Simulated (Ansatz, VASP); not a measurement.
# Li: VASP beside Ansatz

Contents of INCAR:

```
PREC = Accurate ; ENCUT = 600
EDIFF = 1E-6 ; ISMEAR = -1
SIGMA = 0.1 ; LREAL = F
LASPH = T ; NELM = 80
ALGO = Normal ; ISIF = 3
LWAVE = F ; LCHARG = F
GGA = RE ; IBRION = 2
NSW = 80 ; EDIFFG = -0.01
```

Contents of KPOINTS:

```
Automatic mesh
0
Gamma
  5 5 5
```

The input POSCAR:

```
Li
1.0
    5.5706665117      0.0000000000      0.0000000000
    0.0000000000      5.5706665117      0.0000000000
    0.0000000000      0.0000000000      5.5706665117
Li
8
Direct
    0.0000000000      0.0000000000      0.0000000000
    0.5000000000      0.5000000000      0.5000000000
    0.2500000000      0.0000000000      0.5000000000
    0.7500000000      0.0000000000      0.5000000000
    0.5000000000      0.2500000000      0.0000000000
    0.5000000000      0.7500000000      0.0000000000
    0.0000000000      0.5000000000      0.2500000000
    0.0000000000      0.5000000000      0.7500000000
```

Input for Ansatz:

```yaml
crystal:
  lattice:
    - [5.5706665117, 0.0, 0.0]
    - [0.0, 5.5706665117, 0.0]
    - [0.0, 0.0, 5.5706665117]
  atoms:
    - { symbol: Li, position: [0.0, 0.0, 0.0] }
    - { symbol: Li, position: [0.5, 0.5, 0.5] }
    - { symbol: Li, position: [0.25, 0.0, 0.5] }
    - { symbol: Li, position: [0.75, 0.0, 0.5] }
    - { symbol: Li, position: [0.5, 0.25, 0.0] }
    - { symbol: Li, position: [0.5, 0.75, 0.0] }
    - { symbol: Li, position: [0.0, 0.5, 0.25] }
    - { symbol: Li, position: [0.0, 0.5, 0.75] }
hamiltonian:
  xc: revpbe
  pseudopotentials:
    kind: paw
    azcp:
      Li: "pseudopotentials/Li.paw.azcp"
basis:
  ecutwfc: 420
  fft_grid_basis: typed
kpoints:
  mp_grid: { grid: [5, 5, 5], shift: [0, 0, 0] }
magnetization:
  spin_polarized: false
scf:
  occupations: { method: fermi_dirac, width: 0.1 }
relax:
  max_steps: 60
  f_tol: 0.01
  cell: {}
```

The cell was built by a generator and needn't be a form met in nature.

Alike in both runs: task relaxation of cell and atoms; functional revPBE; k mesh 5 × 5 × 5; occupations fermi-dirac, width 0.1 eV; no spin polarisation.

|  | VASP | Ansatz |
| --- | --- | --- |
| version | VASP 6.6.1 | Ansatz 0.2.0 |
| potentials or method | VASP PAW PBE potentials, release 64 (Li_sv) | plane waves (420 eV) with PAW, scalar-relativistic |
| plane-wave cutoff (eV) | 600 | 420 |
| valence electrons in the cell | 24 | 24 |

Ansatz gave:

```
relaxed volume (Å³/atom)                                     : 21.19
relaxed cell length with the largest relative difference (Å) : 5.534
```

What did VASP give for the same quantities?

Relaxed volume (Å³/atom): 20.98; relaxed cell length with the largest relative difference (Å): 5.516.

Caveats: the cutoff is under 1.25 times the usual one of these potentials, so pressure, stress and relaxed cells hold a basis-set (Pulay) error (VASP); the PAW data sets were made with another functional, which shifts forces and pressure a little (VASP).
